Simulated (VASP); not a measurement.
Set up this calculation in VASP 6.6.1, as the native input.

* Task: relaxation of cell and atoms
* Functional: RPBE
* Potentials or basis: VASP PAW PBE potentials, release 64 (Li_sv, S)
* Cutoff: 600 eV
* k mesh: 8 × 8 × 8
* Occupations: gaussian, width 0.02 eV
* Spin: no spin polarisation
* Further INCAR settings: ALGO = Fast; EDIFF = 1e-07; IBRION = 2; EDIFFG = -0.005; NSW = 90; ISIF = 3

The structure of Li2S lies in POSCAR:

```
Li2S
1.0
    0.0000000000      2.8351678400      2.8351678400
    2.8351678400      0.0000000000      2.8351678400
    2.8351678400      2.8351678400      0.0000000000
Li S
2 1
Direct
    0.7500000000      0.7500000000      0.7500000000
    0.2500000000      0.2500000000      0.2500000000
    0.0000000000      0.0000000000      0.0000000000
```

The cell comes from a database or a generator and needn't be the stable form of this composition.

These files were run (other wordings do the same):

INCAR

```
  ALGO = Fast
  EDIFF = 1E-7
  EDIFFG = -0.005
  ENCUT = 600
  GGA = RP
  IBRION = 2
  ISIF = 3
  ISMEAR = 0
  LASPH = True
  LCHARG = False
  LREAL = False
  LWAVE = False
  NELM = 100
  NSW = 90
  PREC = Accurate
  SIGMA = 0.02
```

KPOINTS

```
k-points
0
Gamma
  8 8 8
```

Potentials or basis: VASP PAW PBE potentials, release 64 (Li_sv, S).

The run is started by

```sh
$ cat potpaw_PBE.64/Li_sv/POTCAR potpaw_PBE.64/S/POTCAR > POTCAR
$ mpirun -np 1 vasp_std > vasp.out
```

It gave:

```yaml
Relaxed_volume: 16.03 Å³/atom
Relaxed_cell: a = 4.082 Å, b = 4.082 Å, c = 4.082 Å, α = 60.00°, β = 60.00°, γ = 60.00°
Space_group_after_relaxing_to_0.05_Å: Fm-3m (No. 225)
Energy_gained_by_relaxing: 5.5 meV/atom
Ionic_steps: 3
Pressure_after_relaxing: 0.0 GPa
Band_gap_on_the_k_mesh: 3.57 eV, indirect (least direct gap 4.27 eV)
```

Caveat: the cutoff is under 1.25 times the usual one of these potentials, so pressure, stress and relaxed cells hold a basis-set (Pulay) error; the PAW data sets were made with another functional, which shifts forces and pressure a little.

Run time: 37 s on 1 thread of Intel(R) Xeon(R) Platinum 8559C (Emerald Rapids), on a shared host, peak memory 0.18 GiB.
